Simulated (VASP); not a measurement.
Input of a VASP 6.6.1 run:

File INCAR:

```
PREC     = Accurate       # precision mode
ENCUT    = 520            # plane-wave cutoff, eV
EDIFF    = 1E-7           # SCF threshold, eV
ISMEAR   = -1             # smearing method
SIGMA    = 0.05           # smearing width, eV
LREAL    = False          # projectors in reciprocal space
LASPH    = True           # aspherical terms in the spheres
NELM     = 100            # most SCF steps
ALGO     = Normal         # electronic algorithm
ISIF     = 2              # what is computed and relaxed
LWAVE    = False          # write WAVECAR
LCHARG   = False          # write CHGCAR
GGA      = PE             # functional
NBANDS   = 19             # bands
```

Contents of KPOINTS:

```
Automatic mesh
0
Gamma
  8 8 4
```

POSCAR

```
TiTe2
1.0
    3.7770000000      0.0000000000      0.0000000000
   -1.8885000000      3.2709779501      0.0000000000
    0.0000000000      0.0000000000      6.4980000000
Te Ti
2 1
Direct
    0.3388330000      0.6607440000      0.7419060000
    0.6673940000      0.3380020000      0.2672440000
   -0.0012540000     -0.0001860000      0.0024000000
```

Potentials or basis: VASP PAW PBE potentials, release 64 (Te, Ti_sv).

Run with:

```console
$ cat potpaw_PBE.64/Te/POTCAR potpaw_PBE.64/Ti_sv/POTCAR > POTCAR
$ mpirun -np 1 vasp_std > vasp.out
```

(1) Estimate the largest force.

(2) What does it give for the band gap on the k mesh?

## Answers

(1) 0.193 eV/Å.

(2) none (metal or under the smearing width).
